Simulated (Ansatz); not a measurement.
## Nudged elastic band run: Si$_{12}$HO$_{24}$, charge +1

Input:

```yaml
crystal:
  lattice:
    - [-2.4605, 4.261711, 5.4163]
    - [4.921, 0.0, 5.4163]
    - [4.921, 8.523422, 0.0]
  atoms:
    - { symbol: Si, position: [0.18416514, 0.65149474, 0.9073205] }
    - { symbol: Si, position: [0.31772813, 0.85135595, 0.07102912] }
    - { symbol: Si, position: [0.25096478, 0.25164739, 0.13219697] }
    - { symbol: O, position: [0.30185295, 0.43301932, 0.98640874] }
    - { symbol: O, position: [0.21400911, 0.0884456, 0.0681076] }
    - { symbol: O, position: [0.71718734, 0.31360748, 0.2089281] }
    - { symbol: O, position: [0.43762546, 0.15527839, 0.20678409] }
    - { symbol: O, position: [0.0537721, 0.3260333, 0.2540439] }
    - { symbol: O, position: [0.76687977, 0.17125883, 0.98374358] }
    - { symbol: Si, position: [0.17188599, 0.66318362, 0.41116162] }
    - { symbol: Si, position: [0.31366954, 0.85163883, 0.57507094] }
    - { symbol: Si, position: [0.27267715, 0.24718089, 0.63834692] }
    - { symbol: O, position: [0.27463091, 0.44342656, 0.50351914] }
    - { symbol: O, position: [0.22035646, 0.07474381, 0.60269044] }
    - { symbol: O, position: [0.77349482, 0.30700505, 0.69506604] }
    - { symbol: O, position: [0.46167654, 0.1817408, 0.70686055] }
    - { symbol: O, position: [0.08037726, 0.28977925, 0.79717955] }
    - { symbol: O, position: [0.78138879, 0.16903988, 0.47698588] }
    - { symbol: Si, position: [0.67539139, 0.13998401, 0.16387051] }
    - { symbol: Si, position: [0.81578717, 0.34388961, 0.32254971] }
    - { symbol: Si, position: [0.74595094, 0.74269354, 0.39261614] }
    - { symbol: O, position: [0.78756223, 0.9200632, 0.24164038] }
    - { symbol: O, position: [0.70786417, 0.56155558, 0.35384426] }
    - { symbol: O, position: [0.21651722, 0.83550169, 0.45567199] }
    - { symbol: O, position: [0.9366436, 0.66961187, 0.46196354] }
    - { symbol: O, position: [0.55265809, 0.8240956, 0.51584697] }
    - { symbol: O, position: [0.25941721, 0.69676065, 0.23194342] }
    - { symbol: Si, position: [0.70548384, 0.14321175, 0.65441518] }
    - { symbol: Si, position: [0.81860269, 0.33886036, 0.83250359] }
    - { symbol: Si, position: [0.75654392, 0.74443772, 0.89330921] }
    - { symbol: O, position: [0.79961499, 0.9220213, 0.74336041] }
    - { symbol: O, position: [0.73055484, 0.5641208, 0.84401429] }
    - { symbol: O, position: [0.23200304, 0.82407519, 0.94918268] }
    - { symbol: O, position: [0.9462573, 0.66173073, 0.96483357] }
    - { symbol: O, position: [0.5583285, 0.81869212, 0.01570327] }
    - { symbol: O, position: [0.26005591, 0.68175248, 0.72853283] }
    - { symbol: H, position: [0.12819339, 0.21737055, 0.89147077] }
total_charge: 1
basis:
  ecutwfc: 420.0
kpoints:
  mp_grid: { grid: [2, 2, 1] }
hamiltonian:
  xc: pbesol
  pseudopotentials: { kind: paw, azcp: { folder: soft_1 } }
scf:
  occupations: { method: gaussian, width: 0.05 }
  lower_state_search: "off"
neb:
  images: 3
  f_tol: 0.05
  initial_path: linear
  max_iterations: 80
  final_atoms:
    - { symbol: Si, position: [0.15051467, 0.67194734, 0.91561169] }
    - { symbol: Si, position: [0.29252824, 0.86923264, 0.07605364] }
    - { symbol: Si, position: [0.25587042, 0.26872035, 0.13755475] }
    - { symbol: O, position: [0.27536934, 0.46413772, 0.99843079] }
    - { symbol: O, position: [0.21178873, 0.0960378, 0.09175218] }
    - { symbol: O, position: [0.7535977, 0.31678901, 0.20467245] }
    - { symbol: O, position: [0.46891827, 0.18638149, 0.17999911] }
    - { symbol: O, position: [0.07333143, 0.32696355, 0.27556727] }
    - { symbol: O, position: [0.83760835, 0.14130226, 0.98723559] }
    - { symbol: Si, position: [0.18090938, 0.65782721, 0.41091724] }
    - { symbol: Si, position: [0.31232386, 0.85768867, 0.5774236] }
    - { symbol: Si, position: [0.2631929, 0.25808722, 0.6299186] }
    - { symbol: O, position: [0.30458493, 0.43824244, 0.48246005] }
    - { symbol: O, position: [0.21385927, 0.08559583, 0.58937983] }
    - { symbol: O, position: [0.7504353, 0.26850149, 0.72371634] }
    - { symbol: O, position: [0.4511651, 0.17016544, 0.70267334] }
    - { symbol: O, position: [0.0710139, 0.33784425, 0.75740143] }
    - { symbol: O, position: [0.78515321, 0.16796017, 0.47997809] }
    - { symbol: Si, position: [0.70084553, 0.14458509, 0.16855016] }
    - { symbol: Si, position: [0.83378782, 0.34486629, 0.33098192] }
    - { symbol: Si, position: [0.75074756, 0.74082869, 0.40538671] }
    - { symbol: O, position: [0.79053156, 0.92247432, 0.25522819] }
    - { symbol: O, position: [0.71857549, 0.56305935, 0.35903093] }
    - { symbol: O, position: [0.23039452, 0.82718292, 0.45539574] }
    - { symbol: O, position: [0.9435844, 0.66364954, 0.47305333] }
    - { symbol: O, position: [0.55428172, 0.81890579, 0.52770866] }
    - { symbol: O, position: [0.24865579, 0.70164149, 0.2305605] }
    - { symbol: Si, position: [0.6922728, 0.12411214, 0.65805936] }
    - { symbol: Si, position: [0.84078082, 0.33024099, 0.82315224] }
    - { symbol: Si, position: [0.73182441, 0.73068478, 0.89058515] }
    - { symbol: O, position: [0.78142983, 0.89142934, 0.73150373] }
    - { symbol: O, position: [0.70359931, 0.52914062, 0.87189363] }
    - { symbol: O, position: [0.15860054, 0.86178699, 0.97082302] }
    - { symbol: O, position: [0.91543648, 0.67474093, 0.96565635] }
    - { symbol: O, position: [0.52786336, 0.82584028, -0.00217447] }
    - { symbol: O, position: [0.24732744, 0.70583189, 0.73910303] }
    - { symbol: H, position: [-0.03122153, 0.02291111, 0.98171221] }
  order_check: true
```

Run as:

```bash
$ ansatz run input.yaml --threads 2 --pin off --max-ram 5120MiB --backend cpu --events-out ev --progress --plain --runs-dir out
```

Output, in part (warnings, iteration lines):

```
NEB end point (image 0): max|allowed force component| = 1.415e-2 eV/Å (the criterion of neb.relax_end_points is 1.000e-2)
NEB end point (image 4): max|allowed force component| = 2.873e-2 eV/Å (the criterion of neb.relax_end_points is 1.000e-2)
NEB iter   1: max|band force component| = 2.582e0 eV/Å  barrier→ = 1.8272 eV  barrier← = 1.9555 eV  Δτ_max = 0.0912 Å  (52 SCF iters)
NEB iter   2: max|band force component| = 2.402e0 eV/Å  barrier→ = 1.5686 eV  barrier← = 1.6968 eV  Δτ_max = 0.2000 Å  (23 SCF iters)
NEB iter   3: max|band force component| = 6.221e0 eV/Å  barrier→ = 1.0938 eV  barrier← = 1.2220 eV  Δτ_max = 0.0999 Å  (27 SCF iters)
NEB iter   4: max|band force component| = 1.241e0 eV/Å  barrier→ = 1.0431 eV  barrier← = 1.1713 eV  Δτ_max = 0.0620 Å  (24 SCF iters)
NEB iter   5: max|band force component| = 6.530e-1 eV/Å  barrier→ = 0.9669 eV  barrier← = 1.0952 eV  Δτ_max = 0.1887 Å  (21 SCF iters)
NEB iter   6: max|band force component| = 8.904e-1 eV/Å  barrier→ = 0.7842 eV  barrier← = 0.9125 eV  Δτ_max = 0.0950 Å  (25 SCF iters)
NEB iter   7: max|band force component| = 1.057e0 eV/Å  barrier→ = 0.6213 eV  barrier← = 0.7496 eV  CI = image 2  Δτ_max = 0.1610 Å  (22 SCF iters)
NEB iter   8: max|band force component| = 1.172e0 eV/Å  barrier→ = 0.8576 eV  barrier← = 0.9859 eV  CI = image 2  Δτ_max = 0.1894 Å  (24 SCF iters)
NEB iter   9: max|band force component| = 1.120e0 eV/Å  barrier→ = 1.0151 eV  barrier← = 1.1434 eV  CI = image 2  Δτ_max = 0.0938 Å  (24 SCF iters)
NEB iter  10: max|band force component| = 6.940e-1 eV/Å  barrier→ = 0.9118 eV  barrier← = 1.0400 eV  CI = image 2  Δτ_max = 0.0871 Å  (22 SCF iters)
NEB iter  11: max|band force component| = 1.878e-1 eV/Å  barrier→ = 0.9118 eV  barrier← = 1.0400 eV  CI = image 2  Δτ_max = 0.1965 Å  (22 SCF iters)
NEB iter  12: max|band force component| = 1.125e1 eV/Å  barrier→ = 1.3864 eV  barrier← = 1.5147 eV  CI = image 1  Δτ_max = 0.0955 Å  (22 SCF iters)
NEB iter  13: max|band force component| = 6.974e0 eV/Å  barrier→ = 0.8725 eV  barrier← = 1.0008 eV  CI = image 1  Δτ_max = 0.1915 Å  (25 SCF iters)
NEB iter  14: max|band force component| = 6.255e0 eV/Å  barrier→ = 0.7045 eV  barrier← = 0.8328 eV  CI = image 1  Δτ_max = 0.1977 Å  (25 SCF iters)
NEB iter  15: max|band force component| = 5.162e0 eV/Å  barrier→ = 0.5864 eV  barrier← = 0.7146 eV  CI = image 2  Δτ_max = 0.2000 Å  (24 SCF iters)
NEB iter  16: max|band force component| = 2.146e0 eV/Å  barrier→ = 0.4476 eV  barrier← = 0.5759 eV  CI = image 2  Δτ_max = 0.2000 Å  (25 SCF iters)
NEB iter  17: max|band force component| = 1.129e0 eV/Å  barrier→ = 0.7070 eV  barrier← = 0.8352 eV  CI = image 2  Δτ_max = 0.2000 Å  (25 SCF iters)
NEB iter  18: max|band force component| = 1.022e0 eV/Å  barrier→ = 0.9860 eV  barrier← = 1.1142 eV  CI = image 2  Δτ_max = 0.1014 Å  (25 SCF iters)
NEB iter  19: max|band force component| = 1.837e0 eV/Å  barrier→ = 1.1785 eV  barrier← = 1.3068 eV  CI = image 2  Δτ_max = 0.0509 Å  (24 SCF iters)
NEB iter  20: max|band force component| = 1.279e0 eV/Å  barrier→ = 1.1442 eV  barrier← = 1.2724 eV  CI = image 2  Δτ_max = 0.1005 Å  (22 SCF iters)
NEB iter  21: max|band force component| = 1.848e0 eV/Å  barrier→ = 1.1043 eV  barrier← = 1.2326 eV  CI = image 2  Δτ_max = 0.0506 Å  (23 SCF iters)
NEB iter  22: max|band force component| = 7.987e-1 eV/Å  barrier→ = 0.9920 eV  barrier← = 1.1202 eV  CI = image 2  Δτ_max = 0.0867 Å  (22 SCF iters)
NEB iter  23: max|band force component| = 4.372e-1 eV/Å  barrier→ = 0.9188 eV  barrier← = 1.0471 eV  CI = image 2  Δτ_max = 0.0441 Å  (22 SCF iters)
NEB iter  24: max|band force component| = 1.889e-1 eV/Å  barrier→ = 0.9130 eV  barrier← = 1.0412 eV  CI = image 2  Δτ_max = 0.0756 Å  (21 SCF iters)
NEB iter  25: max|band force component| = 7.561e-2 eV/Å  barrier→ = 0.8971 eV  barrier← = 1.0253 eV  CI = image 2  Δτ_max = 0.0320 Å  (22 SCF iters)
NEB iter  26: max|band force component| = 4.081e-2 eV/Å  barrier→ = 0.8934 eV  barrier← = 1.0217 eV  CI = image 2  Δτ_max = 0.0233 Å  (20 SCF iters)
NEB iter  27: max|band force component| = 9.190e-2 eV/Å  barrier→ = 0.8920 eV  barrier← = 1.0202 eV  CI = image 2  Δτ_max = 0.0284 Å  (7 SCF iters)
NEB iter  28: max|band force component| = 8.383e-2 eV/Å  barrier→ = 0.8915 eV  barrier← = 1.0198 eV  CI = image 2  Δτ_max = 0.0101 Å  (19 SCF iters)
NEB iter  29: max|band force component| = 1.232e-1 eV/Å  barrier→ = 0.8912 eV  barrier← = 1.0194 eV  CI = image 2  Δτ_max = 0.0051 Å  (17 SCF iters)
NEB iter  30: max|band force component| = 1.629e-1 eV/Å  barrier→ = 0.8910 eV  barrier← = 1.0193 eV  CI = image 2  Δτ_max = 0.0025 Å  (16 SCF iters)
NEB iter  31: max|band force component| = 2.248e-2 eV/Å  barrier→ = 0.8910 eV  barrier← = 1.0192 eV  CI = image 2  CI's point: of a kind that is not told: the force calls were inconclusive, a negative curvature could not be distinguished from the path's own, the only one lies far off the path, or fixed occupations may fill a level only in part  Δτ_max = 0.0000 Å  (320 SCF iters)
```

It converged. The band force fell under the threshold earlier too, but the program's further tests of the path sent the band on. By the program's own check the climbing image is of a kind that is not told: the force calls were inconclusive, a negative curvature could not be distinguished from the path's own, the only one lies far off the path, or fixed occupations may fill a level only in part (lowest curvatures found: -9.35 and 0.30 eV/Å²). Limits of this set-up: coarse k mesh, PAW files made for another functional, a small cell, in which the defect meets its images, charged cell in a uniform background, uncorrected.

Final band (atoms are numbered from 1 in the order of the input):

```
image  path coordinate (Å)  energy (eV)  O17–H37 (Å)  O9–H37 (Å)
    0                 0.00         0.00         1.02        2.59
    1                 0.76         0.14         1.00        2.17
    2                 1.52         0.89         1.28        1.28
    3                 2.52         0.02         2.35        1.01
    4                 3.51        -0.13         2.71        1.07
```

Time of the run: 15 min on 2 threads of AMD EPYC 7R32 (Zen 2) (shared host), peak memory 1.6 GiB.
